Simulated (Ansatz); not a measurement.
Bi:

```xyz
2
Lattice="3.4886 -3.1326 0.0000 3.4886 3.1326 0.0000 -1.2602 0.0000 3.1136" Properties=species:S:1:pos:R:3 pbc="T T T"
Bi    4.1738    0.0000    2.6695
Bi    1.5432    0.0000    0.4440
```

This isn't the form of Bi at room conditions, which is rhombohedral.

* Program: Ansatz 0.2.0
* Task: relaxation of cell and atoms
* Functional: HSE06
* Potentials or basis: Ansatz PAW
* Cutoff: 420 eV (not typed: the program's choice for these potentials)
* k mesh: 3 × 3 × 5
* Occupations: fermi-dirac, width 0.05 eV
* Spin: no spin polarisation

At the start: volume 34.03 Å³/atom.

Problem. How do energy, volume and symmetry change on relaxing?

Solution. It ends after 8 steps and the volume is 33.27 Å³/atom (-2.2 %); space group C2/m (No. 12, to 0.05 Å).

The path:
```
step  energy change (eV)  largest force (eV/Å)  volume (Å³)
   1              0.0000                0.3950        68.05
   2             -0.0807                0.1410        64.26
   3             -0.0943                0.0893        66.62
   4             -0.0945                0.0183        66.84
   5             -0.0955                0.0099        66.65
   6             -0.0956                0.0083        66.50
   7             -0.0957                0.0008        66.54
   8             -0.0954                0.0008        66.54
```

Final structure:
```
Bi
1.0
     3.47025   -3.08854   -0.11848
     3.47025    3.08854   -0.11848
    -1.35936    0.00000    3.15030
Bi
2
Direct
  0.76457 0.76457 0.88708
  0.23543 0.23543 0.11292
```

Caveat: the k mesh is coarse (spacing up to 0.47 Å⁻¹), so the values aren't converged, least of all with exact exchange; the plane-wave basis is chosen anew once the cell has moved, so the energies of steps on either side of that aren't comparable; the PAW data sets come from PBE, with cores solved anew for the run's functional, which leaves a small shift of forces and pressure.
